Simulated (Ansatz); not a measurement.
Set up this calculation in Ansatz 0.2.0, as the native input.

```yaml
Task: single point
Functional: PBE
Potentials_or_basis: all-electron LAPW, scalar-relativistic
Cutoff: 248 eV (chosen from the basis error)
Basis_error_allowed: 0.003 eV/atom
k_mesh: 5 × 5 × 5
Occupations: fermi-dirac, width 0.03 eV
Spin: no spin polarisation
```

The system is CuI (Marshite).

```
I Cu
1.0
     0.00000    3.03150    3.03150
     3.03150    0.00000    3.03150
     3.03150    3.03150    0.00000
I Cu
1 1
Direct
  0.00000 0.00000 0.00000
  0.75000 0.75000 0.75000
```

The input as run:

input.yaml

```yaml
crystal:
  lattice:
    - [0.0, 3.0315, 3.0315]
    - [3.0315, 0.0, 3.0315]
    - [3.0315, 3.0315, 0.0]
  atoms:
    - { symbol: I, position: [0.0, 0.0, 0.0] }
    - { symbol: Cu, position: [0.75, 0.75, 0.75] }
kpoints:
  mp_grid: { grid: [5, 5, 5] }
scf:
  occupations: { method: fermi_dirac, width: 0.03 }
hamiltonian:
  xc: pbe
  pseudopotentials: { kind: all_electron, lapw: { basis_error: 0.003 } }
output:
  forces: true
  stress: true
  eigenvalues: true
```

Potentials or basis: all-electron LAPW, scalar-relativistic.

The run is started by

```sh
$ ansatz run input.yaml --threads 1 --pin off --max-ram 3072MiB --backend cpu --events-out ev --progress --plain --runs-dir out
```

It gave:

```
Pressure               : 0.4 GPa
Band gap on the k mesh : 1.12 eV, direct
```

Caveat: spin-orbit coupling is left out, which moves the levels of the heavy elements.

Run time: 6.5 s on 1 thread of Arm Neoverse V1, with other jobs on the host, peak memory 0.24 GiB.
